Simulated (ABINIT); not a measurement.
# Rh (Fm-3m) in ABINIT: equation of state

Aim: energy against volume of Rh in PBE, for its equilibrium volume and stiffness.

Everything below comes from runs of ABINIT 10.8.3 (patched build). Logs are shortened: lines on timing, memory, paths and dates and some standing lists are left out, and cuts for length are marked. The log counts tension as positive stress, the text compression.

**Measured values to compare with.**

“Thermal equation of state of rhodium characterized by XRD in a resistively heated diamond anvil cell”, 2024, pmc:11535440 quotes, for a bulk crystal of Rh: bulk modulus 264 ± 1 GPa.

How close the calculation comes is told below.

## Step 1: Starting point

The structure is cubic, space group Fm-3m (No. 225). The conventional cell has a = 3.796 Å, b = 3.796 Å, c = 3.796 Å, α = 90.00°, β = 90.00°, γ = 90.00°. Around Rh (site symmetry m-3m) lie 12 Rh at 2.68 Å.

## Step 2: Equation of state, PBE

Input file run.abi:

```
# Datasets: one volume each
ndtset 7
getwfk -1
scalecart1 3*0.9795861087
scalecart2 3*0.9864848297
scalecart3 3*0.9932883884
scalecart4 3*1.0000000000
scalecart5 3*1.0066227096
scalecart6 3*1.0131594038
scalecart7 3*1.0196128224

# Pseudopotentials
pp_dirpath "./"
pseudos "Rh.GGA_PBE-JTH.xml"

# Structure
acell 2.6839652093 2.6839652093 2.6839652093 Angstrom
rprim
     0.0000000000     0.7071067812     0.7071067812
     0.7071067812     0.0000000000     0.7071067812
     0.7071067812     0.7071067812     0.0000000000
ntypat 1
znucl 45
natom 1
typat 1
xred
     0.0000000000     0.0000000000     0.0000000000

# Plane-wave basis
ecut 16.0
pawecutdg 32.0

# k points
kptopt 1
ngkpt 12 12 12
nshiftk 1
shiftk 0.0 0.0 0.0

# Exchange and correlation
ixc 11

# Bands and occupations
nband 13
occopt 3
tsmear 0.05 eV

# SCF cycle
nstep 100
tolvrs 1.0e-9

# Output
iomode 3
prtwf 1
prtden 0
prteig 0
prtebands 0
enunit 2
```

Potentials or basis: JTH PAW PBE v2.0.

Run with:

```
$ abinit run.abi > log 2>&1
```

run.abo:

```text
.Version 10.8.3 of ABINIT
 DATASET    1 : space group Fm -3 m (#225); Bravais cF (face-center cubic)
================================================================================
 Values of the parameters that define the memory need for DATASET  1.
     intxc =       0    ionmov =       0      iscf =      17    lmnmax =      18
     lnmax =       6     mgfft =      18  mpssoang =       3    mqgrid =    3001
     natom =       1  nloc_mem =       2    nspden =       1   nspinor =       1
    nsppol =       1      nsym =      48    n1xccc =       1    ntypat =       1
    occopt =       3   xclevel =       2
       mpw =         275          nfft =        5832          nkpt =          72
 PAW method is used; the additional fine FFT grid is defined by:
   mgfftf=        27    nfftf =     19683
================================================================================
================================================================================
[... 71 lines left out ...]
 DATASET    7 : space group Fm -3 m (#225); Bravais cF (face-center cubic)
================================================================================
 Values of the parameters that define the memory need for DATASET  7.
     intxc =       0    ionmov =       0      iscf =      17    lmnmax =      18
     lnmax =       6     mgfft =      20  mpssoang =       3    mqgrid =    3001
     natom =       1  nloc_mem =       2    nspden =       1   nspinor =       1
    nsppol =       1      nsym =      48    n1xccc =       1    ntypat =       1
    occopt =       3   xclevel =       2
       mpw =         310          nfft =        8000          nkpt =          72
 PAW method is used; the additional fine FFT grid is defined by:
   mgfftf=        30    nfftf =     27000
================================================================================
================================================================================

--------------------------------------------------------------------------------
------------- Echo of variables that govern the present computation ------------
--------------------------------------------------------------------------------
 -outvars: echo values of preprocessed input variables --------
            acell      5.0719591770E+00  5.0719591770E+00  5.0719591770E+00 Bohr
              amu      1.02905500E+02
             ecut      1.60000000E+01 Hartree
           enunit           2
           getwfk          -1
                       outvar_i_n : Printing only first  50 k-points.
              ixc          11
           jdtset        1    2    3    4    5    6    7
                       outvar_i_n : Printing only first  50 k-points.
         kptrlatt       12    0    0      0   12    0      0    0   12
          kptrlen1     5.96210490E+01
          kptrlen2     6.00409294E+01
          kptrlen3     6.04550179E+01
          kptrlen4     6.08635101E+01
          kptrlen5     6.12665915E+01
          kptrlen6     6.16644376E+01
[... 46 lines left out ...]
                       7.1641188486E-01  7.1641188486E-01  0.0000000000E+00
            rprim7     0.0000000000E+00  7.2097514092E-01  7.2097514092E-01
                       7.2097514092E-01  0.0000000000E+00  7.2097514092E-01
                       7.2097514092E-01  7.2097514092E-01  0.0000000000E+00
          spgroup         225
           tolvrs      1.00000000E-09
           tsmear      1.83746611E-03 Hartree
            typat      1
           useylm           1
                       outvars : Printing only first  50 k-points.
            znucl       45.00000

================================================================================

 chkinp: Checking input parameters for consistency, jdtset=   1.

 chkinp: Checking input parameters for consistency, jdtset=   2.
[... 40 lines left out ...]
 getcut: wavevector=  0.0000  0.0000  0.0000  ngfft=  27  27  27
         ecut(hartree)=     32.000   => boxcut(ratio)=   2.05805

--- Pseudopotential description ------------------------------------------------
- pspini: atom type   1  psp file is ./Rh.GGA_PBE-JTH.xml
 Pseudopotential format is: paw10
 basis_size (lnmax)=  6 (lmn_size= 18), orbitals=   0   0   1   1   2   2
 Spheres core radius: rc_sph= 2.21251062
 Shapefunction is SIN type: shapef(r)=[sin(pi*r/rshp)/(pi*r/rshp)]**2
 Radius for shape functions =  2.00372819
 Compensation charge density is not taken into account in XC energy/potential

   3.74318991E+02                                ecore*ucvol(ha*bohr**3)
--------------------------------------------------------------------------------

[... 1258 lines left out ...]
-Cartesian components of stress tensor (GPa)         [Pressure= -8.1035E+00 GPa]
- sigma(1 1)=  8.10353407E+00  sigma(3 2)=  0.00000000E+00
- sigma(2 2)=  8.10353407E+00  sigma(3 1)=  0.00000000E+00
- sigma(3 3)=  8.10353407E+00  sigma(2 1)=  0.00000000E+00

== END DATASET(S) ==============================================================
================================================================================

 -outvars: echo values of variables after computation  --------
            acell      5.0719591770E+00  5.0719591770E+00  5.0719591770E+00 Bohr
           etotal1    -1.1141638994E+02
           etotal2    -1.1141793003E+02
           etotal3    -1.1141898644E+02
           etotal4    -1.1141962936E+02
           etotal5    -1.1141991320E+02
           etotal6    -1.1141990998E+02
           etotal7    -1.1141956478E+02
            fcart1    -0.0000000000E+00 -0.0000000000E+00 -0.0000000000E+00
            fcart2    -0.0000000000E+00 -0.0000000000E+00 -0.0000000000E+00
            fcart3    -0.0000000000E+00 -0.0000000000E+00 -0.0000000000E+00
            fcart4    -0.0000000000E+00 -0.0000000000E+00 -0.0000000000E+00
            fcart5    -0.0000000000E+00 -0.0000000000E+00 -0.0000000000E+00
            fcart6    -0.0000000000E+00 -0.0000000000E+00 -0.0000000000E+00
            fcart7    -0.0000000000E+00 -0.0000000000E+00 -0.0000000000E+00
            rprim1     0.0000000000E+00  6.9267198023E-01  6.9267198023E-01
                       6.9267198023E-01  0.0000000000E+00  6.9267198023E-01
                       6.9267198023E-01  6.9267198023E-01  0.0000000000E+00
[... 17 lines left out ...]
                       7.2097514092E-01  7.2097514092E-01  0.0000000000E+00
           strten1    -9.5827627873E-04 -9.5827627873E-04 -9.5827627873E-04
                       0.0000000000E+00  0.0000000000E+00  0.0000000000E+00
           strten2    -6.7701626830E-04 -6.7701626830E-04 -6.7701626830E-04
                       0.0000000000E+00  0.0000000000E+00  0.0000000000E+00
           strten3    -4.3696062188E-04 -4.3696062188E-04 -4.3696062188E-04
                       0.0000000000E+00  0.0000000000E+00  0.0000000000E+00
           strten4    -2.3122912184E-04 -2.3122912184E-04 -2.3122912184E-04
                       0.0000000000E+00  0.0000000000E+00  0.0000000000E+00
           strten5    -4.8562492876E-05 -4.8562492876E-05 -4.8562492876E-05
                       0.0000000000E+00  0.0000000000E+00  0.0000000000E+00
           strten6     1.2453067630E-04  1.2453067630E-04  1.2453067630E-04
                       0.0000000000E+00  0.0000000000E+00  0.0000000000E+00
           strten7     2.7543352455E-04  2.7543352455E-04  2.7543352455E-04
                       0.0000000000E+00  0.0000000000E+00  0.0000000000E+00
 Calculation completed.
```

It took 52 s on 1 thread of Arm Neoverse V1, shared host; peak memory 0.12 GiB.

Results:

```
Equilibrium volume                      : 14.05 Å³/atom
Bulk modulus                            : 251 GPa
Pressure derivative of the bulk modulus : 5.4 (rough: it moves with the points fitted)
```

Energy against volume, from the lowest point:
```
volume (Å³/atom)  energy (meV/atom)
          12.851              95.87
          13.125              53.96
          13.398              25.22
          13.671               7.72
          13.945               0.00
          14.218               0.09
          14.492               9.48
```

Caveat: pressures at fixed basis lie under the slope of the energies.

## Step 3: Comparison with measurements

Step 2. Measured bulk modulus of Rh: 264 GPa (quoted in “Thermal equation of state of rhodium characterized by XRD in a resistively heated diamond anvil cell”, 2024, pmc:11535440). This calculation gives 251 GPa (-5.0 %). The fit is for a static lattice scaled at fixed shape and fixed fractional positions.
